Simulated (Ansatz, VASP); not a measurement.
## Si72O143 (V_O (F centre)): VASP beside Ansatz

Aim: how closely do two programs agree when they are given the same cell, functional and k mesh? The cell is taken from a series of runs on this material, whose earlier steps may have relaxed, scaled, displaced or heated it; both programs get it as it stands.

Method: plane waves, with VASP 6.6.1 beside it; single point at PBE, in Ansatz 0.2.0.

### Step 1. Set-up

The cell holds 215 atoms: 72 Si and 143 O. Its edges and angles: a = 14.908 Å, b = 14.908 Å, c = 15.063 Å, α = 70.3°, β = 70.3°, γ = 71.4°. It derives from SiO2 (SiO2 (P3_121)). Nearest the centre at fractional (0.488, 0.409, 0.479): Si45 at 1.75 Å, Si65 at 1.86 Å, O160 at 2.69 Å, O164 at 2.71 Å, O192 at 2.72 Å, O166 at 2.86 Å, O88 at 2.92 Å, O125 at 3.00 Å.

### Step 2. VASP: single point, PBE

With cell and atoms fixed, the geometry can't cause a difference; cores, projectors, grids and the points listed under the comparison can.

Lines of VASP's logs that name or quote its potential files are left out, and so is its time.

The input, INCAR:

```
SYSTEM = Si72O143
PREC = Accurate
ENCUT = 520
EDIFF = 1E-06
NELM = 200
ISMEAR = -1
SIGMA = 0.01
LREAL = Auto
ALGO = Normal
GGA = PE
NBANDS = 723
ISPIN = 2
MAGMOM = 0 0 0 0 0 0 0 0 0 0 0 0 0 0 0 0 0 0 0 0 0 0 0 0 0 0 0 0 0 0 0 0 0 0 0 0 0 0 0 0 0 0 0 0 0 0 0 0 0 0 0 0 0 0 0 0 0 0 0 0 0 0 0 0 0 0 0 0 0 0 0 0 0 0 0 0 0 0 0 0 0 0 0 0 0 0 0 0 0 0 0 0 0 0 0 0 0 0 0 0 0 0 0 0 0 0 0 0 0 0 0 0 0 0 0 0 0 0 0 0 0 0 0 0 0 0 0 0 0 0 0 0 0 0 0 0 0 0 0 0 0 0 0 0 0 0 0 0 0 0 0 0 0 0 0 0 0 0 0 0 0 0 0 0 0 0 0 0 0 0 0 0 0 0 0 0 0 0 0 0 0 0 0 0 0 0 0 0 0 0 0 0 0 0 0 0 0 0 0 0 0 0 0 0 0 0 0 0 0 0 0 0 0 0 0
LORBIT = 11
LWAVE = .FALSE.
LCHARG = .FALSE.
ISIF = 2
NUPDOWN = 0
LASPH = .TRUE.
GGA_COMPAT = .FALSE.
```

The input, POSCAR:

```
Si72O143
1.0
   -5.0210274266      8.6966746091     11.0189520783
   10.0420548533      0.0000000000     11.0189520783
    7.5315411399     13.0450119137      0.0000000000
Si O
72 143
Direct
    0.2117134904      0.4525673441      0.1925303103
    0.4642092212      0.2024525171      0.0199227076
[... 4 atom lines left out ...]
    0.2184133818      0.4548137113      0.5247942152
    0.4669148087      0.1916763142      0.3487103670
[... 5 atom lines left out ...]
    0.4643381767      0.2019020689      0.6884254586
[... 3 atom lines left out ...]
    0.2501289696      0.2513177776      0.6755684161
[... 3 atom lines left out ...]
    0.2865650547      0.5468705405      0.3022307695
[... 3 atom lines left out ...]
    0.4639852314      0.7048230783      0.3585405012
[... 1 atom line left out ...]
    0.2830659516      0.5543359020      0.6387494417
[... 8 atom lines left out ...]
    0.7132844030      0.4527027537      0.1909987057
[... 5 atom lines left out ...]
    0.7147544734      0.4549268027      0.5255977521
[... 1 atom line left out ...]
    0.5362131907      0.2910258202      0.4616042397
[... 2 atom lines left out ...]
    0.7515876649      0.2498319090      0.3418357098
[... 2 atom lines left out ...]
    0.5354575217      0.2965144699      0.7993144308
[... 2 atom lines left out ...]
    0.7496575060      0.2506905249      0.6744521249
[... 3 atom lines left out ...]
    0.7828859876      0.5481321265      0.3026951170
    0.4996997722      0.4971294232      0.1730294782
[... 5 atom lines left out ...]
    0.4959589487      0.5103252075      0.5198993407
[... 14 atom lines left out ...]
    0.4871280955      0.4040926758      0.1482923884
[... 5 atom lines left out ...]
    0.2637577353      0.3432071935      0.5795960500
[... 1 atom line left out ...]
    0.5055740418      0.2625523400      0.3816226107
[... 4 atom lines left out ...]
    0.2661849910      0.4684889086      0.4082514566
[... 1 atom line left out ...]
    0.3476985627      0.2161717418      0.3799103429
[... 3 atom lines left out ...]
    0.4912253957      0.2817620178      0.7213209506
[... 3 atom lines left out ...]
    0.4871565183      0.4069777059      0.8129852605
[... 1 atom line left out ...]
    0.2596064417      0.4712705773      0.7407146091
[... 1 atom line left out ...]
    0.3457173254      0.2174000134      0.7184437165
[... 5 atom lines left out ...]
    0.4044431332      0.5310649639      0.2571944397
    0.2394247950      0.6582635625      0.3131159394
[... 7 atom lines left out ...]
    0.2466235190      0.5331117023      0.5588662049
[... 2 atom lines left out ...]
    0.4003681914      0.5518990290      0.6029599153
[... 5 atom lines left out ...]
    0.3461192149      0.7185286078      0.3835181911
[... 13 atom lines left out ...]
    0.7610502961      0.3421324387      0.2459254114
[... 4 atom lines left out ...]
    0.7413138070      0.1593220042      0.3113102656
[... 3 atom lines left out ...]
    0.5954469341      0.4670450494      0.2147328369
[... 2 atom lines left out ...]
    0.7596899436      0.3420964421      0.5776681174
[... 2 atom lines left out ...]
    0.6561823154      0.2776646073      0.4294281727
[... 1 atom line left out ...]
    0.7390146697      0.1591674820      0.6460436636
[... 1 atom line left out ...]
    0.5081124173      0.2159480973      0.5709914357
    0.7565671930      0.4703256293      0.4082398109
    0.5950848659      0.4776467178      0.5591716425
    0.8478335115      0.2192104559      0.3829852078
    0.5123665476      0.0910281337      0.7430016515
[... 3 atom lines left out ...]
    0.6538957925      0.2813807285      0.7598094457
[... 9 atom lines left out ...]
    0.7350385720      0.5325990310      0.2281239785
[... 5 atom lines left out ...]
    0.5124131191      0.7195860565      0.2420039003
[... 3 atom lines left out ...]
    0.5132172902      0.5951447832      0.4157532880
[... 22 atom lines left out ...]
    0.8461800335      0.7224911138      0.7158864306
```

The input, KPOINTS:

```
Automatic mesh
0
Gamma
1 1 1
0 0 0
```

Potentials, in the order of the species: Si and O (PBE family, release 64).

Launch:

```
> export OMP_NUM_THREADS=3
> mpirun -np 1 vasp_gam
```

Numbers of over 12 decimals in the logs are rounded to 6 here.

The log of the run:

```text
[banner, memory and clock lines left out]
running    1 mpi-ranks, on    1 nodes
[...]
Offloading initialized ...    1 GPUs detected
[...]
LDA part: xc-table for (Slater+PW92), standard interpolation
 POSCAR, INCAR and KPOINTS ok, starting setup
[...]
entering main loop
       N       E                     dE             d eps       ncg     rms          rms(c)
DAV:   1     0.106064206528E+05    0.10606E+05   -0.68186E+05  2972   0.155E+03
DAV:   2    -0.976205428277E+03   -0.11583E+05   -0.11255E+05  3546   0.380E+02
DAV:   3    -0.190097004304E+04   -0.92476E+03   -0.91959E+03  3392   0.114E+02
DAV:   4    -0.191976728702E+04   -0.18797E+02   -0.18712E+02  3464   0.175E+01
[...]
DAV:  15    -0.169539938335E+04   -0.38365E-04   -0.23893E-05  3304   0.770E-03    0.136E-02
DAV:  16    -0.169539938926E+04   -0.59110E-05   -0.86990E-06  3272   0.475E-03    0.307E-03
DAV:  17    -0.169539938936E+04   -0.95126E-07   -0.12445E-06  2312   0.197E-03
   1 F= -.16953994E+04 E0= -.16953994E+04  d E =-.536981E-12  mag=    -0.0000
```

OUTCAR, selected parts (step 2):

```text
 magnetization (x)
# of ion       s       p       d       tot
------------------------------------------
    1        0.000   0.000   0.000   0.000
    2       -0.000  -0.000   0.000  -0.000
    3       -0.000  -0.000   0.000  -0.000
    4        0.000   0.000   0.000   0.000
    5       -0.000  -0.000   0.000  -0.000
    6        0.000  -0.000   0.000  -0.000
    7       -0.000  -0.000   0.000  -0.000
    8       -0.000  -0.000   0.000  -0.000
    9       -0.000  -0.000   0.000  -0.000
   10       -0.000  -0.000   0.000  -0.000
   11       -0.000   0.000   0.000   0.000
   12        0.000   0.000   0.000   0.000
   13       -0.000  -0.000   0.000  -0.000
[...]
--------------------------------------------------
tot          0.000   0.000   0.000   0.000

[... 2 further parts left out ...]
[key lines of the parts left out:]
E-fermi :   3.0657
```

The run ends at a pressure of 0.00 GPa, with forces up to 1.9 eV/Å.

(Part 1 of 2 ends here.)

[Lines on the potential files, build, host, timing and source positions are cut from VASP's logs without a mark.]

[Logs are printed without paths, hosts, clocks, repeated set-up lines and the standing remarks that a program may print on its own settings, such as how far it seeks lower states.]

[Hosts, paths, dates, database ids (printed as entryN), source tags and the programs' standing remarks are cut or masked in the printed files.]
